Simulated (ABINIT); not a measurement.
The system is SiC (Moissanite).

```
Si C
1.0
     3.07600    0.00000    0.00000
    -1.53800    2.66389    0.00000
     0.00000    0.00000    5.04800
Si C
2 2
Direct
  0.66667 0.33333 0.50000
  0.33333 0.66667 0.00000
  0.66667 0.33333 0.88500
  0.33333 0.66667 0.38500
```

* Program: ABINIT 10.8.3 (patched build)
* Task: relaxation of cell and atoms
* Functional: LDA
* Potentials or basis: PseudoDojo NC SR LDA v0.4.1 standard
* Cutoff: 1116 eV
* k mesh: 8 × 8 × 4
* Occupations: fermi-dirac, width 0.05 eV
* Spin: no spin polarisation

At the start: pressure -4.4 GPa; volume 10.34 Å³/atom.

Where does the relaxation end?

Over 7 steps the energy falls by 11.9 meV/atom and the volume is 10.12 Å³/atom (-2.1 %); space group P6_3mc (No. 186, to 0.05 Å).

Step by step:
```tsv
step	energy change (eV)	largest force (eV/Å)	pressure (GPa)	volume (Å³)
1	0.0000	0.7284	-4.42	41.36
2	-0.0309	0.4888	-1.68	40.81
3	-0.0448	0.0869	1.01	40.31
4	-0.0466	0.0581	0.59	40.39
5	-0.0478	0.0039	-0.02	40.49
6	-0.0478	0.0001	-0.01	40.49
7	-0.0478	0.0000	0.00	40.49
```

Final structure:
```
CELL_PARAMETERS angstrom
3.05420 0.00000 0.00000
-1.52710 2.64502 0.00000
0.00000 0.00000 5.01215
ATOMIC_POSITIONS crystal
Si 0.66667 0.33333 0.50458
Si 0.33333 0.66667 0.00458
C 0.66667 0.33333 0.88042
C 0.33333 0.66667 0.38042
```
